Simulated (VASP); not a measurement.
# BaTiO3 (Amm2) in VASP: further runs, part 2 of 2

VASP 6.6.1. The steps go on from the part before.

## Step 3: Relaxation of cell and atoms, r2SCAN

This run uses another cell than the first one, of 13.14 Å³/atom, 1.021 times its volume.

Contents of INCAR:

```
ALGO     = Normal         # electronic algorithm
EDIFF    = 1E-7           # SCF threshold, eV
EDIFFG   = -0.002         # ionic threshold
ENCUT    = 520            # plane-wave cutoff, eV
IBRION   = 2              # ionic algorithm
ISIF     = 3              # what is computed and relaxed
ISMEAR   = 0              # smearing method
KPAR     = 8            
LASPH    = True           # aspherical terms in the spheres
LCHARG   = False          # write CHGCAR
LMIXTAU  = True         
LREAL    = False          # projectors in reciprocal space
LWAVE    = False          # write WAVECAR
METAGGA  = R2SCAN         # meta-GGA
NELM     = 60             # most SCF steps
NSW      = 80             # ionic steps
PREC     = Accurate       # precision mode
SIGMA    = 0.02           # smearing width, eV
```

Contents of KPOINTS:

```
k-points
0
Gamma
  8 8 8
```

Contents of POSCAR:

```
BaTiO3                                  
1.0
    3.9797763635      0.0000000000      0.0000000000
    0.0000000000      2.8658677174      2.8802573396
    0.0000000000     -2.8658677174      2.8802573396
  Ba              Ti              O             
     1     1     3
Direct
     0.0000000000000000    0.0074042537629023    0.0074042537629023
     0.5000000000000000    0.5228185020552050    0.5228185020552050
     0.0000000000000000    0.4913105084988797    0.4913105084988797
     0.5000000000000000    0.4944172703283527    0.9809294653546646
     0.5000000000000000    0.9809294653546646    0.4944172703283527
```

Potentials or basis: VASP PAW PBE potentials, release 64 (Ba_sv, Ti_sv, O).

Launch:

```sh
$ cat potpaw_PBE.64/Ba_sv/POTCAR potpaw_PBE.64/Ti_sv/POTCAR potpaw_PBE.64/O/POTCAR > POTCAR
$ mpirun -np 8 vasp_std > vasp.out
```

OUTCAR:

```text
EDIFF = 1E-7
   EDIFFG = -0.002
   ENCUT = 520
   IBRION = 2
   ISIF = 3
   ISMEAR = 0
   LASPH = True
   LREAL = False
   METAGGA = R2SCAN
   NELM = 60
   NSW = 80
   PREC = Accurate

 ion  position               nearest neighbor table
   1  0.000  0.007  0.007-   3 2.79   4 2.81   5 2.81   4 2.81   5 2.81   3 2.87   3 2.87   5 2.88
                             4 2.88   5 2.88   4 2.88   3 2.97   2 3.43   2 3.43   2 3.49   2 3.49
   2  0.500  0.523  0.523-   4 1.86   5 1.86   3 2.00   3 2.00   5 2.21   4 2.21   1 3.43   1 3.43
                             1 3.49   1 3.49   1 3.49   1 3.49   1 3.57   1 3.57
   3  0.000  0.491  0.491-   2 2.00   2 2.00   1 2.79   1 2.87   1 2.87   1 2.97
   4  0.500  0.494  0.981-   2 1.86   2 2.21   1 2.81   1 2.81   1 2.88   1 2.88
   5  0.500  0.981  0.494-   2 1.86   2 2.21   1 2.81   1 2.81   1 2.88   1 2.88

  LATTYP: Found a base centered orthorhombic cell.
 ALAT       =     5.7317354348
 B/A-ratio  =     1.0050210350
 C/A-ratio  =     0.6943405551

  Lattice vectors:

 A1 = (   0.0000000000,   2.8658677174,  -2.8802573396)
 A2 = (   0.0000000000,   2.8658677174,   2.8802573396)
 A3 = (   3.9797763635,   0.0000000000,   0.0000000000)

Analysis of symmetry for initial positions (statically):
=====================================================================
 Subroutine PRICEL returns:
 Original cell was already a primitive cell.

 Routine SETGRP: Setting up the symmetry group for a
 base centered orthorhombic supercell.

 Subroutine GETGRP returns: Found  4 space group operations
 (whereof  4 operations were pure point group operations)
 out of a pool of  8 trial point group operations.

The static configuration has the point symmetry C_2v.

Analysis of symmetry for dynamics (positions and initial velocities):
=====================================================================
 Subroutine PRICEL returns:
 Original cell was already a primitive cell.

 Routine SETGRP: Setting up the symmetry group for a
 base centered orthorhombic supercell.

 Subroutine GETGRP returns: Found  4 space group operations
 (whereof  4 operations were pure point group operations)
 out of a pool of  8 trial point group operations.

The dynamic configuration has the point symmetry C_2v.

 Subroutine INISYM returns: Found  4 space group operations
 (whereof  4 operations are pure point group operations),
 and found     1 'primitive' translations

----------------------------------------------------------------------------------------

                                     Primitive cell

  volume of cell :      65.7016

  direct lattice vectors                    reciprocal lattice vectors
     3.979776364  0.000000000  0.000000000     0.251270400  0.000000000  0.000000000
     0.000000000  2.865867717  2.880257340     0.000000000  0.174467229  0.173595600
     0.000000000 -2.865867717  2.880257340     0.000000000 -0.174467229  0.173595600

  length of vectors
     3.979776364  4.063136734  4.063136734     0.251270400  0.246118358  0.246118358

  position of ions in fractional coordinates (direct lattice)
     0.000000000  0.007404254  0.007404254
     0.500000000  0.522818502  0.522818502
     0.000000000  0.491310508  0.491310508
     0.500000000  0.494417270  0.980929465
     0.500000000  0.980929465  0.494417270

  ion indices of the primitive-cell ions
   primitive index   ion index
                 1           1
                 2           2
                 3           3
[... 54 lines left out ...]
  0.375000  0.500000  0.000000      4.000000
 [... further k-points ...]
   k-points           NKPTS =    105   k-points in BZ     NKDIM =    105   number of bands    NBANDS=     24
   number of dos      NEDOS =    301   number of ions     NIONS =      5
   total plane-waves  NPLWV =  27000
   dimension x,y,z NGX =    30 NGY =   30 NGZ =   30
   dimension x,y,z NGXF=    60 NGYF=   60 NGZF=   60
   ions per type =               1   1   3
   NGX,Y,Z   is equivalent  to a cutoff of  12.53, 12.27, 12.27 a.u.
   NGXF,Y,Z  is equivalent  to a cutoff of  25.06, 24.55, 24.55 a.u.
 SYSTEM =  unknown system
   PREC   = accura    normal or accurate (medium, high low for compatibility)
   ISTART =      0    job   : 0-new  1-cont  2-samecut
   ICHARG =      2    charge: 1-file 2-atom 10-const
   ISPIN  =      1    spin polarized calculation?
   LNONCOLLINEAR =      F non collinear calculations
   LSORBIT =      F    spin-orbit coupling
   LASPH  =      T    aspherical Exc in radial PAW
   ENCUT  =  520.0 eV  38.22 Ry    6.18 a.u.   7.40  7.55  7.55*2*pi/ulx,y,z
   NELM   =     60;   NELMIN=  2; NELMDL= -5     # of ELM steps
   EDIFF  = 0.1E-06   stopping-criterion for ELM
   LREAL  =      F    real-space projection
   EDIFFG = -.2E-02   stopping-criterion for IOM
   NSW    =     80    number of steps for IOM
   IBRION =      2    ionic relax: 0-MD 1-quasi-New 2-CG
   NFREE  =      1    steps in history (QN), initial steepest desc. (CG)
   ISIF   =      3    stress and relaxation
   ISYM   =      2    0-nonsym 1-usesym 2-fastsym
   POTIM  = 0.5000    time-step for ionic-motion
   TEBEG  =    0.0;   TEEND  =   0.0 temperature during run
   PSTRESS=    0.0 pullay stress
   NELECT =      40.0000    total number of electrons
   NUPDOWN=      -1.0000    fix difference up-down
   EMIN   =  10.00;   EMAX   =-10.00  energy-range for DOS
   EFERMI =   0.00;   METHOD = LEGACY
   ISMEAR =     0;   SIGMA  =   0.02  broadening in eV -4-tet -1-fermi 0-gaus
   EFERMI_NEDOS =   21; number of points for ismear=-14 and -15
   IALGO  =     38    algorithm
   IMIX   =      4    mixing-type and parameters
     AMIX     =   0.40;   BMIX     =  1.00
     AMIX_MAG =   1.60;   BMIX_MAG =  1.00
  volume/ion in A,a.u.               =      13.14        88.68
  Fermi-wavevector in a.u.,A,eV,Ry     =   1.387510  2.622014 26.193719  1.925184
  Thomas-Fermi vector in A             =   2.511724
   LORBIT       =      0    0 simple, 1 ext, 2 COOP (PROOUT), +10 PAW based schemes
   METAGGA = R2SCAN    functional components
   LHFCALC =     F    Hartree Fock is set to
   AEXX    =    0.0000 exact exchange contribution
   IVDW    =     0    specifies the selected vdW correction
   LEPSILON=     F    determine dielectric tensor
   LRPA    =     F    only Hartree local field effects (RPA)
 conjugate gradient relaxation of ions
 non-spin polarized calculation
 Gauss-broadening in eV      SIGMA  =   0.02
  energy-cutoff  :      520.00
  volume of cell :       65.70
 maximum number of plane-waves:      1795
 NGX is ok and might be reduce to    30
   NGX = 15   NGY = 15   NGZ = 15

 number of electron      39.9999989 magnetization

 Free energy of the ion-electron system (eV)
  ---------------------------------------------------
  ext. energy  EPLUGINS =         0.00000000
  ---------------------------------------------------
  free energy    TOTEN  =       -74.27188069 eV

  energy without entropy =      -74.27188069  energy(sigma->0) =      -74.27188069

 E-fermi :   3.4418     XC(G=0): -11.7610

 val. band max:        3.3425073506   @ k =   0.5000   0.5000   0.5000
 cond. band min:       5.9160247107   @ k =   0.0000   0.0000   0.0000
 fundamental gap:      2.5735173601
 Fermi energy:         3.4418228927

 k-point     1 :       0.0000    0.0000    0.0000
  band No.  band energies     occupation
      1     -55.3170      2.00000
      2     -30.5273      2.00000
      3     -30.5272      2.00000
      4     -30.4650      2.00000
      5     -22.2360      2.00000
      6     -14.4598      2.00000
[... 637 lines left out ...]
     23       7.6807      0.00000
     24       8.4646      0.00000

 [... further k-points ...]

------------------------ aborting loop because EDIFF is reached ----------------------------------------

  FORCE on cell =-STRESS in cart. coord.  units (eV):
  Direction    XX          YY          ZZ          XY          YZ          ZX
  --------------------------------------------------------------------------------------
  -------------------------------------------------------------------------------------
  Total        0.0039050      0.0079840      0.0085181      0.0000000      0.0000000      0.0000000
  in kB        0.0952266      0.1946961      0.2077207      0.0000000      0.0000000      0.0000000
  external PRESSURE =       0.1658811 kB  Pullay stress =       0.0000000 kB

 VOLUME and BASIS-vectors are now :
 -----------------------------------------------------------------------------
  energy-cutoff  :      520.00
  volume of cell :       65.70
      direct lattice vectors                 reciprocal lattice vectors
     3.979776364  0.000000000  0.000000000     0.251270400  0.000000000  0.000000000
     0.000000000  2.865867717  2.880257340     0.000000000  0.174467229  0.173595600
     0.000000000 -2.865867717  2.880257340     0.000000000 -0.174467229  0.173595600

 POSITION                                       TOTAL-FORCE (eV/Angst)
 -----------------------------------------------------------------------------------
      0.00000      0.00000      0.04265         0.000000     -0.000000     -0.000103
      1.98989      0.00000      3.01170         0.000000     -0.000000     -0.000857
      0.00000      0.00000      2.83020         0.000000     -0.000000     -0.001243
      1.98989     -1.39428      4.24938         0.000000      0.000610      0.001101
      1.98989      1.39428      4.24938         0.000000     -0.000610      0.001101
 -----------------------------------------------------------------------------------
    total drift:                                0.000000      0.000001      0.005665

  FREE ENERGIE OF THE ION-ELECTRON SYSTEM (eV)
  ---------------------------------------------------
  free  energy   TOTEN  =       -74.2718806878 eV

  energy  without entropy=      -74.2718806878  energy(sigma->0) =      -74.27188069

 reached required accuracy - stopping structural energy minimisation
```

It took 3 min on 8 MPI ranks of AMD EPYC 7R43 (Zen 3), shared host; peak memory 0.27 GiB.

Results:

| Item | Value |
| --- | --- |
| Free energy | -74.2719 eV |
| Pressure after relaxing | 0.0 GPa |
| Band gap on the k mesh | 2.57 eV, indirect (least direct gap 3.03 eV) |

Final structure:
```cif
data_structure
_symmetry_space_group_name_H-M 'P 1'
_symmetry_Int_Tables_number 1
_cell_length_a 3.9798
_cell_length_b 4.0631
_cell_length_c 4.0631
_cell_angle_alpha 89.713
_cell_angle_beta 90.000
_cell_angle_gamma 90.000
_cell_volume 65.70
loop_
_atom_site_label
_atom_site_type_symbol
_atom_site_fract_x
_atom_site_fract_y
_atom_site_fract_z
_atom_site_occupancy
Ba1 Ba 0.00000 0.00740 0.00740 1
Ti1 Ti 0.50000 0.52282 0.52282 1
O1 O 0.00000 0.49131 0.49131 1
O2 O 0.50000 0.49442 0.98093 1
O3 O 0.50000 0.98093 0.49442 1
```

Levels at points of the mesh, in eV from the valence-band top:
```csv
k point,band 17,band 18,band 19,band 20,band 21,band 22,band 23,band 24
"(0.00, 0.00, 0.00)",-1.14,-0.54,-0.53,-0.46,2.57,2.76,2.84,4.57
"(0.50, 0.00, 0.00)",-1.66,-1.54,-1.22,-1.11,2.94,3.99,4.17,4.56
"(0.00, 0.50, 0.00)",-1.83,-1.68,-0.98,-0.83,2.78,4.03,4.05,4.56
"(0.50, 0.50, 0.00)",-1.77,-0.98,-0.94,-0.08,4.08,4.10,4.46,5.09
"(0.00, 0.50, 0.50)",-1.69,-0.96,-0.88,-0.28,4.03,4.08,4.37,5.37
"(0.50, 0.50, 0.50)",-2.43,-0.19,-0.02,0.00,4.57,4.60,4.73,6.99
```

Caveat: the relaxation stopped at its first step, so nothing moved; the PAW data sets were made with another functional, which shifts forces and pressure a little; spin-orbit coupling is left out, which moves the levels of the heavy elements. r2SCAN opens gaps a little over a GGA but as a rule still falls short of measured ones.
